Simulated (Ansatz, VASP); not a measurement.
## HgSe in VASP and in Ansatz

The input INCAR:

```
SYSTEM = HgSe
ALGO = Normal
EDIFF = 1E-7
ENCUT = 520
GGA = PS
ISIF = 2
ISMEAR = -1
LASPH = .True.
LCHARG = .True.
LELF = .True.
LREAL = .False.
LVHAR = .True.
LWAVE = .False.
NBANDS = 16
NELM = 60
PREC = Accurate
SIGMA = 0.05
```

Contents of KPOINTS:

```
k-points
0
Gamma
  8 8 8
  0 0 0
```

The input POSCAR:

```
HgSe
1.0
    0.0000000000      3.0390000000      3.0390000000
    3.0390000000      0.0000000000      3.0390000000
    3.0390000000      3.0390000000      0.0000000000
Hg Se
1 1
Direct
    0.0000000000      0.0000000000      0.0000000000
    0.7500000000      0.7500000000      0.7500000000
```

input.yaml

```yaml
crystal:
  lattice:
    - [0.0, 3.039, 3.039]
    - [3.039, 0.0, 3.039]
    - [3.039, 3.039, 0.0]
  atoms:
    - { symbol: Hg, position: [0.0, 0.0, 0.0] }
    - { symbol: Se, position: [0.75, 0.75, 0.75] }
hamiltonian:
  xc: pbesol
  pseudopotentials: { kind: paw }
kpoints:
  mp_grid: { grid: [8, 8, 8] }
scf:
  occupations: { method: fermi_dirac, width: 0.05 }
output:
  forces: true
  stress: true
  eigenvalues: true
```

Alike in both runs: task single point; functional PBEsol; k mesh 8 × 8 × 8; occupations fermi-dirac, width 0.05 eV; no spin polarisation.

|  | VASP | Ansatz |
| --- | --- | --- |
| version | VASP 6.6.1 | Ansatz 0.2.0 |
| potentials or method | VASP PAW PBE potentials, release 64 (Hg, Se) | Ansatz PAW |
| plane-wave cutoff (eV) | 520 | 420 |
| valence electrons in the cell | 18 | 36 |

Ansatz gave:

| Item | Value |
| --- | --- |
| gap on the k mesh at the Fermi level (eV) | none |
| pressure (GPa) | 1.5 |

Q: What did VASP give for the same quantities?

A: gap on the k mesh at the Fermi level (eV): none; pressure (GPa): 1.8.

A gap of «none» marks a metal or a gap that the smearing closes. The two sets of potentials don't hold the same shells in valence.

Caveats: the PAW data sets were made with another functional, which shifts forces and pressure a little (VASP); the PAW data sets come from PBE, with cores solved anew for the run's functional, which leaves a small shift of forces and pressure (Ansatz). Spin-orbit coupling is left out, which matters for the levels of Hg.
